The MS2 row looks like a relaxed crystal and isn't one. Its pressure is −0.01 GPa, which is easily read as proof that this cell of BaTiO₃ suits the functional. The stresses beside it contradict that reading: −0.39 GPa along each of the two short edges and +0.74 GPa along the long one. The two kinds of stress cancel in the average, and the pressure is only that average.

GPAW 26.7.0, Kohn–Sham DFT with PAW data sets and plane waves (cutoff 800 eV), for tetragonal BaTiO₃ (P4mm, 5 atoms) at one fixed geometry, without spin polarisation or dispersion correction. The cell comes from a published crystal structure, entry 2100859 of the Crystallography Open Database (COD). The k mesh is 4 × 4 × 4, with Fermi–Dirac smearing of 0.05 eV. Positive pressure and stress mean compression.

| functional | potentials | pressure (GPa) | stress xx (GPa) | stress yy (GPa) | stress zz (GPa) |
| --- | --- | --- | --- | --- | --- |
| AM05 | PAW-data-sets-made-by gpaw-setup-for-the-functional | -1.670 | -2.000 | -2.000 | -1.000 |
| MS2 | GPAW-PAW-data-sets-(gpaw-data-1.2.1) | -0.010 | -0.390 | -0.390 | 0.740 |
| PW91 | PAW-data-sets-made-by gpaw-setup-for-the-functional | 3.160 | 2.830 | 2.830 | 3.810 |
| SOGGA | PAW-data-sets-made-by gpaw-setup-for-the-functional | -2.620 | -2.960 | -2.960 | -1.960 |
| mBEEF | GPAW-PAW-data-sets-(gpaw-data-1.2.1) | 2.000 | 1.640 | 1.640 | 2.700 |

Stress xx, yy and zz are the normal stresses along the three edges of the cell, written below as $\sigma_{xx}$, $\sigma_{yy}$ and $\sigma_{zz}$. The z direction is the long, polar axis, along which titanium sits off centre between two oxygen atoms. A positive value means compression, so the functional would lengthen that edge if it were free to do so. With the atoms held at these relative positions, MS2 would therefore make the cell narrower and taller.

**What the pressure tests**

The pressure is $p=(\sigma_{xx}+\sigma_{yy}+\sigma_{zz})/3$. It tells how the energy changes when all edges grow by the same fraction and the atoms keep their relative places in the cell. This crystal has more freedom than that. Even with its symmetry kept, two edge lengths and three relative heights of atoms along z can change. A vanishing pressure settles one combination of these five quantities and leaves four open.

The forces from the same calculations show that the atomic heights are indeed unsettled. In MS2 the oxygen that lies in line with titanium along z feels a force of 0.22 eV/Å, while in a well-relaxed crystal no more than a few hundredths would remain. That is the smallest value of the five rows for this atom. The largest, 0.49 eV/Å, belongs to mBEEF, although PW91 has the higher pressure. A lower pressure thus doesn't guarantee smaller forces on the atoms.

**Two parts of the stress**

PW91 and SOGGA show how the cancellation in MS2 comes about. In PW91 every edge is under compression, and in SOGGA every edge is under tension. Yet the stress along z exceeds that along x by nearly the same amount in both, 0.98 and 1.00 GPa. Changing the functional moves all three stresses up or down together and hardly alters the difference between them.

This suggests a simple model: a uniform part $p$, which depends on the functional, plus a difference $d=\sigma_{zz}-\sigma_{xx}$ shared by all rows. Since $\sigma_{xx}=\sigma_{yy}$, the definition of the pressure gives

$$\sigma_{xx}=p-\frac{d}{3},\qquad \sigma_{zz}=p+\frac{2d}{3}.$$

A single constant fitted to all five rows gives $d\approx1.03$ GPa. If $p$ is close to zero, the two stresses must then have opposite signs, which is the pattern of MS2.

With $p=0$ the model puts MS2 at about −0.34 GPa along x and +0.69 GPa along z, close to the calculated values. The two formulas hold in any row, so only the constancy of $d$ is being tested. MS2 was part of the fit and is its worst row, with a difference about 0.1 GPa above the common constant. The scatter isn't random: three rows lie between 0.98 and 1.00 GPa, while mBEEF and MS2 give 1.06 and 1.13 GPa. These two differ from the rest both in the kind of functional and in their data sets, so the table can't say which is responsible. The model describes the shape of the stress well, but it takes the pressure of each row as given. The output printed below lists the split row by row.

**Why the difference is shared**

The common part has a plausible origin in the frozen geometry. Titanium has one oxygen neighbour along z at 1.892 Å and the other at $4.018-1.892=2.126$ Å. The repulsion between overlapping electron clouds grows faster on the short side than it fades on the long side, so an off-centre titanium tends to stretch the chain in which it sits. This coupling between polar displacement and strain is the usual reason why a tetragonal ferroelectric is longer along its polar axis. The frozen cell is already about 0.02 Å longer along z than across. A positive $d$ means that, with the atoms at these relative positions, all five functionals favour a larger elongation than that.

The table can't test this explanation, because the displacement is the same in every row. The rows also share a coarse k mesh whose convergence wasn't checked, and some of the common difference may come from there. Agreement among the five functionals on $d$ is therefore no proof that its value is right. An error that all rows share would look exactly like agreement. The rows are also a selection, with runs that failed or met a known fault of the program left out, so they don't show that other functionals would give the same $d$.

**Why the pressures disagree**

The uniform part is where the choice of functional shows. From SOGGA to PW91 the pressure rises by 5.78 GPa, more than five times the shared difference $d$. Both are gradient-corrected functionals (GGAs) with atomic data sets made for them, so this gap doesn't come from mixing functionals with unsuitable data sets. Most of it is expected to reflect how each functional treats an uneven electron density, although the accuracy of the data sets themselves wasn't tested.

A GGA multiplies the exchange energy of a uniform electron gas by a factor that depends on how sharply the density varies relative to its own local value. When a crystal expands, the density between the atoms thins out and this relative variation grows. If the factor rises steeply, the gradient part of the exchange energy lowers the total energy further as the crystal expands, and this pushes the cell outward. If it rises gently, the reward is smaller and the cell prefers to be tighter.

PW91 has a steep rise over the range of gradients that matters in solids, which suits the energies of atoms and molecules. SOGGA is built to respect the gentle dependence that holds for slowly varying densities, and AM05 is built from model systems that include a surface. Theory therefore places PW91 on the side of larger cells and the other two on the side of smaller ones, and the pressures agree. Exchange alone doesn't order AM05 and SOGGA, however. The exchange factor of AM05 rises more gently at small and moderate gradients, yet its pressure is 0.95 GPa higher. The gradient term in correlation is expected to pull against exchange and to be weaker in AM05, so it is the sum of the two that counts. The stresses alone don't separate exchange from correlation, so the share of each remains open.

The usual reading of such a spread is a compromise built into the GGA form. One function of the density and its gradient has to serve both the steep densities of free atoms and the gentler ones between atoms in a solid. A choice that improves one tends to cost accuracy in the other. The same reasoning puts PBE, whose gradient dependence resembles that of PW91, on the side of larger cells. In tetragonal BaTiO₃, PBE is also known to exaggerate the elongation along the polar axis once cell and atoms are relaxed. A nearly equal $d$ in one frozen cell gives no warning of that error.

**What the gap means in length**

A pressure becomes easier to judge as a change of edge length. For a small uniform strain the relative change of volume is $p/B$, where $B$ is the bulk modulus, and the relative change of an edge is a third of that. With a rough, recalled value of 160 GPa for $B$, the gap between PW91 and SOGGA corresponds to

$$\frac{\Delta a}{a}\approx\frac{5.78}{3\times160}\approx0.012.$$

On an edge of 4.0 Å this is about 0.05 Å.

The estimate gives a scale, not a forecast of the relaxed cells. Its pressures belong to atoms held at fixed relative positions, whereas in a polar crystal the atoms move as the cell changes and alter the stress in turn. Even so, a change of about one per cent matters in BaTiO₃, whose polar displacement is known to respond strongly to volume. A cell taken over from one functional can thus distort the very property for which another is used.

**Where MS2 belongs**

MS2 and mBEEF are meta-GGAs, which also use the kinetic-energy density of the electrons and can thereby tell different kinds of bonding apart. This added freedom doesn't fix the pressure: the two differ by 2.01 GPa, and both lie between SOGGA and PW91. Their place relative to the GGAs is less certain than the order among the GGAs, because they were run with standard data sets not generated for them. The size of that effect wasn't tested.

The near-zero pressure of MS2 now has a modest meaning. At this volume, with these atomic positions, its uniform push happens to vanish. A shift of a few hundredths of a GPa from a finer mesh would be enough to change the sign, so the minus sign carries no information. Nor does the value rank MS2 as the most accurate of the five. The frozen cell is a published structure of BaTiO₃, but a vanishing pressure doesn't mean that MS2 reproduces it: the remaining stresses and forces show that the functional would change both the shape of the cell and the places of the atoms. A measured cell also includes thermal expansion, which these calculations leave out.

The practical rule is to read the pressure last. First compare the normal stresses with one another, then look at the largest force, and only then ask whether the average is small. In all five rows the first two checks show a cell that isn't at rest, whatever the pressure says. Before a property that depends on the structure is compared between functionals, the cell and the atoms should be relaxed with each of them, or the comparison should state that it was made at a fixed geometry.

Output of the analysis:

```
Stress split and residual force:
    row  pressure_GPa  zz_minus_xx_GPa  rms_normal_stress_GPa  apical_O_force_eV_per_A  rough_edge_change_percent
   AM05         -1.67                1                  1.732                   0.3629                    -0.3479
    MS2         -0.01             1.13                 0.5329                   0.2206                  -0.002083
   PW91          3.16             0.98                   3.19                   0.2954                     0.6583
  SOGGA         -2.62                1                  2.669                   0.3194                    -0.5458
  mBEEF             2             1.06                  2.055                   0.4934                     0.4167
fit of d on 5 rows: constant 1.034 +/- 0.027; rms 0.055, worst MS2 -0.096, leave-one-out rms 0.0687
rms miss in zz minus xx if the stress were purely isotropic (GPa): 1.035
pressure PW91 minus SOGGA, the full span (GPa): 5.78
pressure PW91 minus AM05 (GPa): 4.83
pressure AM05 minus SOGGA (GPa): 0.95
pressure mBEEF minus MS2 (GPa): 2.01
span of zz minus xx over all rows (GPa): 0.15
mean zz minus xx of the three GGAs (GPa): 0.9933
mean zz minus xx of the two meta-GGAs (GPa): 1.095
rough difference in preferred edge, PW91 against SOGGA (percent): 1.204
MS2 xx expected from zero pressure and the shared anisotropy (GPa): -0.3447
MS2 zz expected from zero pressure and the shared anisotropy (GPa): 0.6893
```
